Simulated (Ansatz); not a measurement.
Reactions of `C=CCC[SiH3]`.

Program: Ansatz. Geometries: PBE0-D4/def2-TZVP. ΔE: electronic, gas phase. CBS: MP2 limit from def2 TZ/QZ plus the TZ coupled-cluster correction, frozen cores. This one scheme is used for every species. DFT in def2-TZVPP. B3LYP here is the variant with VWN-RPA as its local correlation; programs differ in this. For Ga, Se outer-core shells are correlated without core-valence functions, which leaves a few kJ/mol of doubt a bond. Scalar relativity is left out up to krypton. One conformer a species, not always the lowest.

```
                                                                   reaction  B3LYP-D4 (kJ/mol)  CCSD(T)/CBS(def2) (kJ/mol)
                      `C=CCC[SiH3]` + `COB(C)O` → `COB(C)O[SiH3]` + `C=CCC`               -101                         -98
                  `C=CCC[SiH3]` + `N=C[SeH]` → `C=C/N=C\[SeH]` + `CC[SiH3]`                -10                          -2
                                  `C=CCC[SiH3]` + H₂S → `C=CCS` + `C[SiH3]`                  0                           2
                    `C=CCC[SiH3]` + `N[SiH2]F` → `F[SiH2]N[SiH3]` + `C=CCC`                -62                         -62
                             `C=CCC[SiH3]` + H₂Se → `[SiH3]CC[SeH]` + `C=C`                 13                          12
`C=CCC[SiH3]` + `O[Si](O)(F)O[SiH3]` → `O[Si](F)(O[SiH3])O[SiH3]` + `C=CCC`               -117                        -114
                              `C=CCC[SiH3]` + `C#N` → `C=CCC#N` + `C[SiH3]`                -46                         -40
 `C=CCC[SiH3]` + `[OH][Ga]([Cl])[Cl]` → `[SiH3][O][Ga]([Cl])[Cl]` + `C=CCC`               -109                        -107
                                             `C=CCC[SiH3]` → `C[Si]1(C)CC1`                -45                         -51
                                             `C=CCC[SiH3]` → `C[SiH2]C1CC1`                -17                         -23
```

Largest T1 diagnostic: 0.014, for `C#N`.
